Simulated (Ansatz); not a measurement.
## Where S_N puts its levels in the gap of Si3N4 (P6_3/m)

Wanted: the transition levels of a substitutional impurity in Si3N4 (P6_3/m), from a cell of 126 host atoms with 1 N taken out and 1 S put in.

Main program and level: Ansatz 0.2.0; place-levels on PBEsol runs: charge-transition levels and formation energies with image-charge correction and potential alignment at the atomic sites; PAW set soft_1.

## Step 1: Set-up

The cell holds 126 atoms: 54 Si, 71 N and 1 S. Its edges and angles: a = 13.206 Å, b = 13.206 Å, c = 8.731 Å, α = 90.0°, β = 90.0°, γ = 120.0°. It derives from Si3N4 (space group P6_3/m). Nearest the centre at fractional (0.576, 0.453, 0.583): S83 at 0.00 Å, Si101 at 1.74 Å, Si59 at 1.74 Å, Si56 at 1.74 Å, N62 at 2.78 Å, N123 at 2.82 Å, N81 at 2.82 Å, N116 at 2.82 Å.

The host's dielectric constants go in as inputs: (4.29, 4.29, 4.37) for the electrons alone, (8.29, 8.29, 8.25) with the ions, from a response run on this crystal (DFPT, PBEsol) at that run's own cell.

The cell's shortest repeat is 8.7 Å.

## Step 2: What was run first

A transition level is the Fermi level at which two charge states cost the same, so each charge needs its own total energy, at its own relaxed structure.

Random displacements of about 0.05 Å break the site symmetry at the start, so that the relaxation can reach a distorted minimum if there is one. Forces are taken at one point at (¼, ¼, ¼). The cell holds 1 electron fewer than the neutral one, with a uniform background that keeps it neutral on the whole.

The sampling was tested on the host first: at the k-points planned (1x1x1 shifted 0.25 0.25 0.25) its energy lies 0.000 eV an atom from the dense-mesh value, under the bound of 0.02 eV set for this test; that bounds the host's error, not the defect's.

One state's input; the others differ in charge, spin, start and seed, and in occupations where the table says so.

File qp1.relax/input.yaml:

```yaml
crystal:
  lattice:
    - [11.43668588, 6.60297367, 0.0]
    - [-11.43668588, 6.60297367, 0.0]
    - [0.0, 0.0, 8.73076733]
  atoms:
    - { symbol: Si, position: [0.01950046, 0.80655545, 0.25] }
    - { symbol: Si, position: [0.3528338, 0.47322211, 0.25] }
    - { symbol: Si, position: [0.68616713, 0.13988878, 0.25] }
    - { symbol: Si, position: [0.21294502, 0.01950046, 0.08333333] }
    - { symbol: Si, position: [0.54627835, 0.68616713, 0.08333333] }
    - { symbol: Si, position: [0.87961168, 0.3528338, 0.08333333] }
    - { symbol: Si, position: [0.13988878, 0.45372165, 0.08333333] }
    - { symbol: Si, position: [0.47322211, 0.12038832, 0.08333333] }
    - { symbol: Si, position: [0.80655545, 0.78705498, 0.08333333] }
    - { symbol: Si, position: [0.19344455, 0.21294502, 0.25] }
    - { symbol: Si, position: [0.52677789, 0.87961168, 0.25] }
    - { symbol: Si, position: [0.86011122, 0.54627835, 0.25] }
    - { symbol: Si, position: [0.12038832, 0.6471662, 0.25] }
    - { symbol: Si, position: [0.45372165, 0.31383287, 0.25] }
    - { symbol: Si, position: [0.78705498, 0.98049954, 0.25] }
    - { symbol: Si, position: [0.31383287, 0.86011122, 0.08333333] }
    - { symbol: Si, position: [0.6471662, 0.52677789, 0.08333333] }
    - { symbol: Si, position: [0.98049954, 0.19344455, 0.08333333] }
    - { symbol: "N", position: [0.0, 0.66666667, 0.25] }
    - { symbol: "N", position: [0.33333333, 0.33333333, 0.25] }
    - { symbol: "N", position: [0.66666667, 0.0, 0.25] }
    - { symbol: "N", position: [0.0, 0.33333333, 0.08333333] }
    - { symbol: "N", position: [0.33333333, 0.0, 0.08333333] }
    - { symbol: "N", position: [0.66666667, 0.66666667, 0.08333333] }
    - { symbol: "N", position: [0.21345843, 0.45653274, 0.25] }
    - { symbol: "N", position: [0.54679176, 0.12319941, 0.25] }
    - { symbol: "N", position: [0.8801251, 0.78986608, 0.25] }
    - { symbol: "N", position: [0.09025902, 0.8801251, 0.08333333] }
    - { symbol: "N", position: [0.42359235, 0.54679176, 0.08333333] }
    - { symbol: "N", position: [0.75692569, 0.21345843, 0.08333333] }
    - { symbol: "N", position: [0.12319941, 0.57640765, 0.08333333] }
    - { symbol: "N", position: [0.45653274, 0.24307431, 0.08333333] }
    - { symbol: "N", position: [0.78986608, 0.90974098, 0.08333333] }
    - { symbol: "N", position: [0.21013392, 0.09025902, 0.25] }
    - { symbol: "N", position: [0.54346726, 0.75692569, 0.25] }
    - { symbol: "N", position: [0.87680059, 0.42359235, 0.25] }
    - { symbol: "N", position: [0.1198749, 0.21013392, 0.08333333] }
    - { symbol: "N", position: [0.45320824, 0.87680059, 0.08333333] }
    - { symbol: "N", position: [0.78654157, 0.54346726, 0.08333333] }
    - { symbol: "N", position: [0.24307431, 0.78654157, 0.25] }
    - { symbol: "N", position: [0.57640765, 0.45320824, 0.25] }
    - { symbol: "N", position: [0.90974098, 0.1198749, 0.25] }
    - { symbol: Si, position: [0.01950046, 0.80655545, 0.58333333] }
    - { symbol: Si, position: [0.3528338, 0.47322211, 0.58333333] }
    - { symbol: Si, position: [0.68616713, 0.13988878, 0.58333333] }
    - { symbol: Si, position: [0.21294502, 0.01950046, 0.41666667] }
    - { symbol: Si, position: [0.54627835, 0.68616713, 0.41666667] }
    - { symbol: Si, position: [0.87961168, 0.3528338, 0.41666667] }
    - { symbol: Si, position: [0.13988878, 0.45372165, 0.41666667] }
    - { symbol: Si, position: [0.47322211, 0.12038832, 0.41666667] }
    - { symbol: Si, position: [0.80655545, 0.78705498, 0.41666667] }
    - { symbol: Si, position: [0.19344455, 0.21294502, 0.58333333] }
    - { symbol: Si, position: [0.52677789, 0.87961168, 0.58333333] }
    - { symbol: Si, position: [0.86011122, 0.54627835, 0.58333333] }
    - { symbol: Si, position: [0.12038832, 0.6471662, 0.58333333] }
    - { symbol: Si, position: [0.45372165, 0.31383287, 0.58333333] }
    - { symbol: Si, position: [0.78705498, 0.98049954, 0.58333333] }
    - { symbol: Si, position: [0.31383287, 0.86011122, 0.41666667] }
    - { symbol: Si, position: [0.6471662, 0.52677789, 0.41666667] }
    - { symbol: Si, position: [0.98049954, 0.19344455, 0.41666667] }
    - { symbol: "N", position: [0.0, 0.66666667, 0.58333333] }
    - { symbol: "N", position: [0.33333333, 0.33333333, 0.58333333] }
    - { symbol: "N", position: [0.66666667, 0.0, 0.58333333] }
    - { symbol: "N", position: [0.0, 0.33333333, 0.41666667] }
    - { symbol: "N", position: [0.33333333, 0.0, 0.41666667] }
    - { symbol: "N", position: [0.66666667, 0.66666667, 0.41666667] }
    - { symbol: "N", position: [0.21345843, 0.45653274, 0.58333333] }
    - { symbol: "N", position: [0.54679176, 0.12319941, 0.58333333] }
    - { symbol: "N", position: [0.8801251, 0.78986608, 0.58333333] }
    - { symbol: "N", position: [0.09025902, 0.8801251, 0.41666667] }
    - { symbol: "N", position: [0.42359235, 0.54679176, 0.41666667] }
    - { symbol: "N", position: [0.75692569, 0.21345843, 0.41666667] }
    - { symbol: "N", position: [0.12319941, 0.57640765, 0.41666667] }
    - { symbol: "N", position: [0.45653274, 0.24307431, 0.41666667] }
    - { symbol: "N", position: [0.78986608, 0.90974098, 0.41666667] }
    - { symbol: "N", position: [0.21013392, 0.09025902, 0.58333333] }
    - { symbol: "N", position: [0.54346726, 0.75692569, 0.58333333] }
    - { symbol: "N", position: [0.87680059, 0.42359235, 0.58333333] }
    - { symbol: "N", position: [0.1198749, 0.21013392, 0.41666667] }
    - { symbol: "N", position: [0.45320824, 0.87680059, 0.41666667] }
    - { symbol: "N", position: [0.78654157, 0.54346726, 0.41666667] }
    - { symbol: "N", position: [0.24307431, 0.78654157, 0.58333333] }
    - { symbol: S, position: [0.57640765, 0.45320824, 0.58333333] }
    - { symbol: "N", position: [0.90974098, 0.1198749, 0.58333333] }
    - { symbol: Si, position: [0.01950046, 0.80655545, 0.91666667] }
    - { symbol: Si, position: [0.3528338, 0.47322211, 0.91666667] }
    - { symbol: Si, position: [0.68616713, 0.13988878, 0.91666667] }
    - { symbol: Si, position: [0.21294502, 0.01950046, 0.75] }
    - { symbol: Si, position: [0.54627835, 0.68616713, 0.75] }
    - { symbol: Si, position: [0.87961168, 0.3528338, 0.75] }
    - { symbol: Si, position: [0.13988878, 0.45372165, 0.75] }
    - { symbol: Si, position: [0.47322211, 0.12038832, 0.75] }
    - { symbol: Si, position: [0.80655545, 0.78705498, 0.75] }
    - { symbol: Si, position: [0.19344455, 0.21294502, 0.91666667] }
    - { symbol: Si, position: [0.52677789, 0.87961168, 0.91666667] }
    - { symbol: Si, position: [0.86011122, 0.54627835, 0.91666667] }
    - { symbol: Si, position: [0.12038832, 0.6471662, 0.91666667] }
    - { symbol: Si, position: [0.45372165, 0.31383287, 0.91666667] }
    - { symbol: Si, position: [0.78705498, 0.98049954, 0.91666667] }
    - { symbol: Si, position: [0.31383287, 0.86011122, 0.75] }
    - { symbol: Si, position: [0.6471662, 0.52677789, 0.75] }
    - { symbol: Si, position: [0.98049954, 0.19344455, 0.75] }
    - { symbol: "N", position: [0.0, 0.66666667, 0.91666667] }
    - { symbol: "N", position: [0.33333333, 0.33333333, 0.91666667] }
    - { symbol: "N", position: [0.66666667, 0.0, 0.91666667] }
    - { symbol: "N", position: [0.0, 0.33333333, 0.75] }
    - { symbol: "N", position: [0.33333333, 0.0, 0.75] }
    - { symbol: "N", position: [0.66666667, 0.66666667, 0.75] }
    - { symbol: "N", position: [0.21345843, 0.45653274, 0.91666667] }
    - { symbol: "N", position: [0.54679176, 0.12319941, 0.91666667] }
    - { symbol: "N", position: [0.8801251, 0.78986608, 0.91666667] }
    - { symbol: "N", position: [0.09025902, 0.8801251, 0.75] }
    - { symbol: "N", position: [0.42359235, 0.54679176, 0.75] }
    - { symbol: "N", position: [0.75692569, 0.21345843, 0.75] }
    - { symbol: "N", position: [0.12319941, 0.57640765, 0.75] }
    - { symbol: "N", position: [0.45653274, 0.24307431, 0.75] }
    - { symbol: "N", position: [0.78986608, 0.90974098, 0.75] }
    - { symbol: "N", position: [0.21013392, 0.09025902, 0.91666667] }
    - { symbol: "N", position: [0.54346726, 0.75692569, 0.91666667] }
    - { symbol: "N", position: [0.87680059, 0.42359235, 0.91666667] }
    - { symbol: "N", position: [0.1198749, 0.21013392, 0.75] }
    - { symbol: "N", position: [0.45320824, 0.87680059, 0.75] }
    - { symbol: "N", position: [0.78654157, 0.54346726, 0.75] }
    - { symbol: "N", position: [0.24307431, 0.78654157, 0.91666667] }
    - { symbol: "N", position: [0.57640765, 0.45320824, 0.91666667] }
    - { symbol: "N", position: [0.90974098, 0.1198749, 0.91666667] }
  host:
    repeats: [1, 1, 3]
    atoms:
      - { symbol: Si, position: [0.01950046, 0.80655545, 0.75] }
      - { symbol: Si, position: [0.3528338, 0.47322211, 0.75] }
      # ... 40 more atoms of the perfect host
total_charge: 1
basis:
  ecutwfc: 420
  xc_grid: 2
hamiltonian:
  xc: pbesol
  pseudopotentials: { kind: paw, azcp: { folder: soft_1 }, xc_functional: pbe }
kpoints:
  mp_grid: { grid: [1, 1, 1], shift: [0.25, 0.25, 0.25] }
scf:
  occupations: { method: fixed }
  max_iter: 100
output:
  forces: true
  charged_corrections:
    epsilon: [4.29, 4.29, 4.37]
    static_epsilon: [8.29, 8.29, 8.25]
    defect_position: [0.576408, 0.453208, 0.583333]
relax:
  f_tol: 0.02
  max_steps: 80
  random_displacement: { amplitude: 0.05, seed: 8567 }
checkpoint:
  write: "../qp1.relax.run"
  compress: false
  write_wavefunctions: true
  write_every: 100000
```

Started as:

```console
$ ansatz run input.yaml --threads 8 --pin off --max-ram 22609MiB --backend cpu --events-out ev --progress --plain --runs-dir out
```

Defect states can disperse in a cell of this size, so the energy is taken again at a 2×2×2 shifted mesh, on the relaxed structure.

The run of this state that the levels use, under PBEsol:

File qp1.point/input.yaml:

```yaml
crystal:
  checkpoint: "../qp1.relax.run"
  host: checkpoint
total_charge: 1
basis:
  ecutwfc: 420
  xc_grid: 2
hamiltonian:
  xc: pbesol
  pseudopotentials: { kind: paw, azcp: { folder: soft_1 }, xc_functional: pbe }
kpoints:
  mp_grid: { grid: [2, 2, 2], shift: [0.5, 0.5, 0.5] }
scf:
  occupations: { method: fermi_dirac, width: 0.01 }
  max_iter: 100
output:
  forces: true
  eigenvalues: true
  charged_corrections:
    epsilon: [4.29, 4.29, 4.37]
    static_epsilon: [8.29, 8.29, 8.25]
    defect_position: [0.576408, 0.453208, 0.583333]
  eigenstates: { localisation: true }
  populations: true
  band_densities: [{ bands: [v1, v1] }, { bands: [c1, c1] }]
  write_density: true
  write_potential: true
  volumetric_format: npy
checkpoint:
  read: "../qp1.relax.run"
  write: "../qp1.point.run"
  compress: false
  write_wavefunctions: false
  write_every: 100000
```

Relaxations under PBEsol at one point at (¼, ¼, ¼); times on 8 threads of Arm Neoverse V2, shared host:

```csv
charge,moment (μB),occupations,outcome,steps,largest displacement against the far atoms (Å),time
0,1,fixed,converged,11,0.73,5.3 min
+1,0,fixed,converged,14,0.73,3.3 min
```

Single points under PBEsol at a 2×2×2 shifted mesh; times on 8 threads of Arm Neoverse V2, shared host:

```csv
charge,moment (μB),occupations,outcome,time
0,1,fermi-dirac,converged,4.7 min
+1,0,fermi-dirac,converged,2 min
```

Distances (Å) from S83 to the nearest atoms after relaxation with PBEsol:

```
charge  moment (μB)       1.       2.       3.      4.      5.      6.
     0            1  Si 2.06  Si 2.06  Si 2.17  N 2.71  N 2.71  N 2.92
    +1            0  Si 2.09  Si 2.09  Si 2.27  N 2.71  N 2.71  N 2.89
```

[end of part 1 of 2]

[Logs are printed without paths, hosts, clocks, repeated set-up lines and the standing remarks that a program may print on its own settings, such as how far it seeks lower states.]

[Hosts, paths, dates, database ids (printed as entryN), source tags and the programs' standing remarks are cut or masked in the printed files.]

[Where a table of states has a column of steps, it counts the stored structures, which are thinned; the runs took as many ionic steps or more.]

[A defect's name tells the site on which it was built; relaxed atoms can leave that site.]

[For some hosts the program warned that the k-mesh of the response run may be too coarse for force constants and the static dielectric constant; such warnings are not shown here.]
